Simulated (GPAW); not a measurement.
Runs of GPAW 26.7.0 on Ga. The structure is tetragonal, space group I4/mmm (No. 139). Conventional cell: a = 2.769 Å, b = 2.769 Å, c = 4.622 Å, α = 90.00°, β = 90.00°, γ = 90.00°. Ga (site symmetry 4/mmm) has 12 Ga at 2.77 to 3.03 Å as nearest neighbours. This isn't the form of Ga at room conditions, which is orthorhombic.

| task | level | potentials or basis | spin | cell | k mesh | cutoff (eV) | maxiter | convergence | band path | band points | spin axis theta (degrees) | gap on the mesh (eV) | pressure (GPa) |
| --- | --- | --- | --- | --- | --- | --- | --- | --- | --- | --- | --- | --- | --- |
| single point | LDA | the program's PAW data sets (release 1.2.1) made for this functional, pw | off | as given | 11 × 11 × 11 | 450 | 120 | default | - | - | - | none | -1.5 |
| band structure | LDA | the program's PAW data sets (release 1.2.1) made for this functional, pw | off | as given | 13 × 13 × 13 | 600 | 150 | - | GXYSGZS1NPY1Z,XP | 80 | - | - | (a) |
| single point | PBEsol | PAW data sets generated in the run's folder for this functional, pw | off | cell strained at random at fixed volume | 13 × 13 × 13 | 600 | 150 | - | - | - | - | none | 0.2 |
| band structure | PBEsol | PAW data sets generated in the run's folder for this functional, pw | off | as given | 13 × 13 × 13 | 600 | 150 | - | GXYSGZS1NPY1Z,XP | 80 | - | - | 0.1 |
| single point | PBEsol | PAW data sets generated in the run's folder for this functional, pw | off | as given | 13 × 13 × 13 | 600 | 150 | - | - | - | - | none | 0.1 |
| band structure | PBEsol | PAW data sets generated in the run's folder for this functional, pw | SOC, no magnetisation | as given | 13 × 13 × 13 | 600 | 150 | - | GXYSGZS1NPY1Z,XP | 80 | 90 | - | 0.1 |
| phonons | PBEint | PAW data sets generated in the run's folder for this functional, pw | off | relaxed | 11 × 11 × 11 | 510 | 150 | density=1e-06 eigenstates=1e-09 | GXYSGZS1NPY1Z,XP | - | - | none | 0.0 |

Alike in all rows: smearing fermi-dirac 0.05 eV.

**Question.** Fill in the values left out.

**Answer.** (a) -2.0.

Caveats: the cutoff is short for stress and forces, so pressures can be off by a GPa or more (some runs); spin-orbit coupling was added after a scalar SCF, so levels and gaps hold it while energy, forces, pressure and moments don't (some runs); this program's spin-orbit splittings come out too wide for heavy elements (some runs); phonon bands are interpolated from a small supercell (some runs).

A k mesh can miss the band edges, and rows without SOC leave out spin-orbit coupling on Ga.

A gap of «none» marks a metal or a gap under the smearing width.
